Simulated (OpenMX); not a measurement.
# BN (F-43m) in OpenMX: notebook, part 2 of 2

OpenMX 3.8.5.

**3. Single point, LDA, 5.96 Å³/atom**

The input, BN.dat:

```
System.CurrrentDirectory             ./
System.Name                          BN
DATA.PATH                            ./DFT_DATA13
level.of.stdout                      1
level.of.fileout                     0
Species.Number                       2
<Definition.of.Atomic.Species
  N   N6.0-s2p2d1            N_CA13
  B   B7.0-s2p2d1            B_CA13
Definition.of.Atomic.Species>

Atoms.Number                         2
Atoms.SpeciesAndCoordinates.Unit     FRAC
<Atoms.SpeciesAndCoordinates
    1  N     0.2500000000    0.2500000000    0.2500000000   2.500  2.500
    2  B     0.0000000000    0.0000000000    0.0000000000   1.500  1.500
Atoms.SpeciesAndCoordinates>

Atoms.UnitVectors.Unit               Ang
<Atoms.UnitVectors
     0.0000000000    1.8130010000    1.8130010000
     1.8130010000    0.0000000000    1.8130010000
     1.8130010000    1.8130010000    0.0000000000
Atoms.UnitVectors>

scf.XcType                           LDA
scf.SpinPolarization                 off
scf.ElectronicTemperature            580.226
scf.energycutoff                     400.0
scf.maxIter                          100
scf.EigenvalueSolver                 band
scf.Kgrid                            13 13 13
scf.Mixing.Type                      rmm-diisk
scf.Init.Mixing.Weight               0.05
scf.Min.Mixing.Weight                0.001
scf.Max.Mixing.Weight                0.3
scf.Mixing.History                   25
scf.Mixing.StartPulay                8
scf.criterion                        1.0e-8
MD.Type                              nomd
```

Potentials or basis: OpenMX 2013 LDA set, N6.0-s2p2d1, B7.0-s2p2d1, fixed grid of 25 × 25 × 25 points.

On the command line:

```
> openmx BN.dat -nt 1 > BN.std
```

It took 1.7 min on 1 thread of Arm Neoverse V2, shared host; peak memory 0.56 GiB.

The run converged. Its results:

```
Free energy            : -358.9426 eV
Band gap on the k mesh : 4.58 eV, indirect (least direct gap 8.69 eV)
Mulliken charges       : N -0.64; B +0.64 e
```

Caveat: Mulliken charges move with the basis; an odd mesh through Γ misses points on the zone boundary, where band edges often lie; the basis of atomic orbitals isn't converged, which shifts pressures, moduli and gaps.

**4. Single point, LDA, 5.84 Å³/atom (volume scaled by 0.98)**

BN.dat: that of step 3 with these lines changed.

```diff
@@ -20,5 +20,5 @@
 <Atoms.UnitVectors
-     0.0000000000    1.8130010000    1.8130010000
-     1.8130010000    0.0000000000    1.8130010000
-     1.8130010000    1.8130010000    0.0000000000
+     0.0000000000    1.8008328414    1.8008328414
+     1.8008328414    0.0000000000    1.8008328414
+     1.8008328414    1.8008328414    0.0000000000
 Atoms.UnitVectors>
@@ -28,3 +28,2 @@
 scf.ElectronicTemperature            580.226
-scf.energycutoff                     400.0
 scf.maxIter                          100
@@ -40 +39,3 @@
 MD.Type                              nomd
+scf.Ngrid                            25 25 25
+scf.energycutoff                     400.0
```

On the command line:

```
> openmx BN.dat -nt 1 > BN.std
```

It took 1.7 min on 1 thread of Arm Neoverse V2, shared host; peak memory 0.57 GiB.

Results (log left out):

| Property | Result |
| --- | --- |
| Free energy | -358.9551 eV |
| Band gap on the k mesh | 4.60 eV, indirect (least direct gap 8.78 eV) |
| Mulliken charges | N -0.64; B +0.64 e |

Caveat: Mulliken charges move with the basis; an odd mesh through Γ misses points on the zone boundary, where band edges often lie; the basis of atomic orbitals isn't converged, which shifts pressures, moduli and gaps.

**5. Single point, LDA, 6.08 Å³/atom (volume scaled by 1.02)**

BN.dat: that of step 4 with these lines changed.

```diff
@@ -20,5 +20,5 @@
 <Atoms.UnitVectors
-     0.0000000000    1.8008328414    1.8008328414
-     1.8008328414    0.0000000000    1.8008328414
-     1.8008328414    1.8008328414    0.0000000000
+     0.0000000000    1.8250079791    1.8250079791
+     1.8250079791    0.0000000000    1.8250079791
+     1.8250079791    1.8250079791    0.0000000000
 Atoms.UnitVectors>
```

On the command line:

```
> openmx BN.dat -nt 1 > BN.std
```

Run time: 1.7 min. Hardware: 1 thread of Arm Neoverse V2, shared host; peak memory 0.55 GiB.

Results (log left out):

```
Free energy            : -358.9195 eV
Band gap on the k mesh : 4.56 eV, indirect (least direct gap 8.60 eV)
Mulliken charges       : N -0.64; B +0.64 e
```

Caveat: Mulliken charges move with the basis; an odd mesh through Γ misses points on the zone boundary, where band edges often lie; the basis of atomic orbitals isn't converged, which shifts pressures, moduli and gaps.

**6. Single point, LDA, 5.72 Å³/atom (volume scaled by 0.96)**

BN.dat: that of step 5 with these lines changed.

```diff
@@ -20,5 +20,5 @@
 <Atoms.UnitVectors
-     0.0000000000    1.8250079791    1.8250079791
-     1.8250079791    0.0000000000    1.8250079791
-     1.8250079791    1.8250079791    0.0000000000
+     0.0000000000    1.7884979828    1.7884979828
+     1.7884979828    0.0000000000    1.7884979828
+     1.7884979828    1.7884979828    0.0000000000
 Atoms.UnitVectors>
```

Potentials or basis: OpenMX 2013 LDA set, N6.0-s2p2d1, B7.0-s2p2d1, fixed grid of 25 × 25 × 25 points.

On the command line:

```
> openmx BN.dat -nt 1 > BN.std
```

Wall time 2 min (1 thread of Arm Neoverse V2, shared host); peak memory 0.6 GiB.

It converged, with:

| Quantity | Value |
| --- | --- |
| Free energy | -358.9561 eV |
| Band gap on the k mesh | 4.62 eV, indirect (least direct gap 8.88 eV) |
| Mulliken charges | N -0.64; B +0.64 e |

Caveat: Mulliken charges move with the basis; an odd mesh through Γ misses points on the zone boundary, where band edges often lie; the basis of atomic orbitals isn't converged, which shifts pressures, moduli and gaps.

**7. Single point, LDA, 6.20 Å³/atom (volume scaled by 1.04)**

BN.dat: that of step 6 with these lines changed.

```diff
@@ -20,5 +20,5 @@
 <Atoms.UnitVectors
-     0.0000000000    1.7884979828    1.7884979828
-     1.7884979828    0.0000000000    1.7884979828
-     1.7884979828    1.7884979828    0.0000000000
+     0.0000000000    1.8368590123    1.8368590123
+     1.8368590123    0.0000000000    1.8368590123
+     1.8368590123    1.8368590123    0.0000000000
 Atoms.UnitVectors>
```

On the command line:

```
> openmx BN.dat -nt 1 > BN.std
```

It took 1.7 min on 1 thread of Arm Neoverse V2, shared host; peak memory 0.55 GiB.

The run converged. Its results:

- Free energy: -358.8868 eV
- Band gap on the k mesh: 4.54 eV, indirect (least direct gap 8.51 eV)
- Mulliken charges: N -0.64; B +0.64 e

Caveat: Mulliken charges move with the basis; an odd mesh through Γ misses points on the zone boundary, where band edges often lie; the basis of atomic orbitals isn't converged, which shifts pressures, moduli and gaps.

**8. Single point, LDA, 5.60 Å³/atom (volume scaled by 0.94)**

BN.dat: that of step 7 with these lines changed.

```diff
@@ -20,5 +20,5 @@
 <Atoms.UnitVectors
-     0.0000000000    1.8368590123    1.8368590123
-     1.8368590123    0.0000000000    1.8368590123
-     1.8368590123    1.8368590123    0.0000000000
+     0.0000000000    1.7759905947    1.7759905947
+     1.7759905947    0.0000000000    1.7759905947
+     1.7759905947    1.7759905947    0.0000000000
 Atoms.UnitVectors>
```

On the command line:

```
> openmx BN.dat -nt 1 > BN.std
```

Wall time 2 min (1 thread of Arm Neoverse V2, shared host); peak memory 0.61 GiB.

Results (log left out):

- Free energy: -358.9444 eV
- Band gap on the k mesh: 4.63 eV, indirect (least direct gap 8.97 eV)
- Mulliken charges: N -0.65; B +0.65 e

Caveat: Mulliken charges move with the basis; an odd mesh through Γ misses points on the zone boundary, where band edges often lie; the basis of atomic orbitals isn't converged, which shifts pressures, moduli and gaps.

**9. Single point, LDA, 6.32 Å³/atom (volume scaled by 1.06)**

BN.dat: that of step 8 with these lines changed.

```diff
@@ -20,5 +20,5 @@
 <Atoms.UnitVectors
-     0.0000000000    1.7759905947    1.7759905947
-     1.7759905947    0.0000000000    1.7759905947
-     1.7759905947    1.7759905947    0.0000000000
+     0.0000000000    1.8485590667    1.8485590667
+     1.8485590667    0.0000000000    1.8485590667
+     1.8485590667    1.8485590667    0.0000000000
 Atoms.UnitVectors>
```

Potentials or basis: OpenMX 2013 LDA set, N6.0-s2p2d1, B7.0-s2p2d1, fixed grid of 25 × 25 × 25 points.

On the command line:

```
> openmx BN.dat -nt 1 > BN.std
```

Wall time 98 s (1 thread of Arm Neoverse V2, shared host); peak memory 0.54 GiB.

It converged, with:

- Free energy: -358.8453 eV
- Band gap on the k mesh: 4.52 eV, indirect (least direct gap 8.42 eV)
- Mulliken charges: N -0.64; B +0.64 e

Caveat: Mulliken charges move with the basis; an odd mesh through Γ misses points on the zone boundary, where band edges often lie; the basis of atomic orbitals isn't converged, which shifts pressures, moduli and gaps.

**10. Equation of state, LDA**

No new run: the results of the series are fitted here.

Results (log left out):

```
Equilibrium volume                      : 5.77 Å³/atom
Bulk modulus                            : 397 GPa
Pressure derivative of the bulk modulus : 3.5
```

Energy against volume, from the lowest point:
```csv
volume (Å³/atom),energy (meV/atom)
5.602,5.85
5.721,0.00
5.840,0.49
5.959,6.77
6.078,18.33
6.198,34.66
6.317,55.40
```

Caveat: volumes in these bases differ from converged ones by about 1 %, for some elements by several; the basis of atomic orbitals isn't converged, which shifts pressures, moduli and gaps.

**11. How close it comes**

Step 2. Measured gap of BN: 6.4 eV (indirect; 300 K; a printed reference work, monograph). This calculation gives 4.50 eV (-1.90 eV). The value is that of LDA in an atomic basis (OpenMX 2013 LDA set, N6.0-s2p2d1, B7.0-s2p2d1, grid cutoff 400 Ry), whose error adds to the functional's,, without temperature or zero-point motion. Semilocal functionals fall short of measured gaps as a rule. The cell is a database's relaxed one, not the measured one, which moves gaps too.

Step 10. A measured bulk modulus of BN is 395 GPa (300 K; quoted in “Effect of nanostructuration on compressibility of cubic BN”, 2012, arxiv:1208.3664); the calculated 397 GPa misses it by +0.5 %. The fit is for a static lattice scaled at fixed shape and fixed fractional positions.
